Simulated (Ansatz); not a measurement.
**A vibration from a frozen displacement in SrTiO₃**

All numbers below come from Ansatz, DFT PBEsol, scalar-relativistic, plane waves, PAW. Cutoff 420 eV, Γ-centred 8×8×8 k-points, Gaussian smearing of 0.05 eV. No spin polarisation. Energies are free energies at this smearing, counted from the undisturbed cell; pressure is positive in compression.

Zero of the scan (relaxed at this level; it needn't be the usual structure):

```
Sr Ti O
1.0
    -2.74354    2.74354    3.90431
     2.74354   -2.74354    3.90431
     2.74354    2.74354   -3.90431
Sr Ti O
2 2 6
Direct
  0.75000 0.25000 0.50000
  0.25000 0.75000 0.50000
  0.00000 0.00000 0.00000
  0.50000 0.50000 0.00000
  0.25000 0.25000 0.00000
  0.75000 0.75000 0.00000
  0.72535 0.22535 0.95071
  0.22535 0.27465 0.50000
  0.27465 0.77465 0.04929
  0.77465 0.72535 0.50000
```

Atom 7 (O) is moved by x along the Cartesian unit vector (0.000, 0.000, 1.000); the cell and all other atoms stay fixed. The cell's volume is 117.55 Å³; the moved atoms weigh 15.999 u together and the others 350.969 u. Some rows repeat others by symmetry and weren't run.

| x (Å) | ΔE (meV/cell) | total force on the moved atoms along the move (eV/Å) | pressure (GPa) |
| --- | --- | --- | --- |
| -0.2000 | 104.18 | 1.0572 | 0.0578 |
| -0.1667 | 72.05 | 0.8736 | 0.0406 |
| -0.1333 | 45.89 | 0.6933 | 0.0280 |
| -0.0667 | 11.43 | 0.3433 | 0.0137 |
| 0.0000 | 0.00 | 0.0000 | 0.0095 |
| 0.0667 | 11.43 | -0.3433 | 0.0137 |
| 0.1333 | 45.89 | -0.6933 | 0.0280 |
| 0.1667 | 72.05 | -0.8736 | 0.0406 |
| 0.2000 | 104.18 | -1.0572 | 0.0578 |

Problem. What frequency belongs to this motion?

Solution. The force constant is k = −dF/dx = 5.147 eV/Å², from the parabola through x = -0.0667, 0 and 0.0667. In every cell the moved atoms swing against the rest, so the mass is μ = m₁m₂/(m₁ + m₂) = 15.301 u, and ν̃ = 521.5 cm⁻¹ × √(|k|/μ) = 302 cm⁻¹. The pattern needn't be a normal mode: ν̃² is then a weighted mean of the squared nonzero frequencies at the zone centre of this cell, taken without macroscopic field, so it lies between the lowest and the highest of them.

Problem. How far does the harmonic law reach?

Solution. At x = -0.200 Å, kx²/2 = 102.94 meV against the computed 104.18 meV (+1.2 %): the well is still close to harmonic there.

Problem. The pressure changes with x². What does that say about the frequency under compression?

Solution. With E = k(V)x²/2, k ∝ V^(−2γ) and x scaling with the cell as V^(1/3), P − P0 = −∂E/∂V = (2γ − 2/3) ΔE/V. At x = 0.1333 Å, V(P − P0) = 117.55 × 0.01847 / 160.2 eV = 13.55 meV and ΔE = 45.89 meV, so γ = 1/3 + V(P − P0)/(2ΔE) = 0.48. This is the Grüneisen parameter of the motion under uniform scaling of the cell: shrinking the cell evenly by 1 % in volume raises the frequency by about 0.48 %.

Cost: 5 runs of about 12 core-minutes in all, on Intel Xeon Processor @ 2.50GHz (Skylake/Cascade Lake) (shared hosts).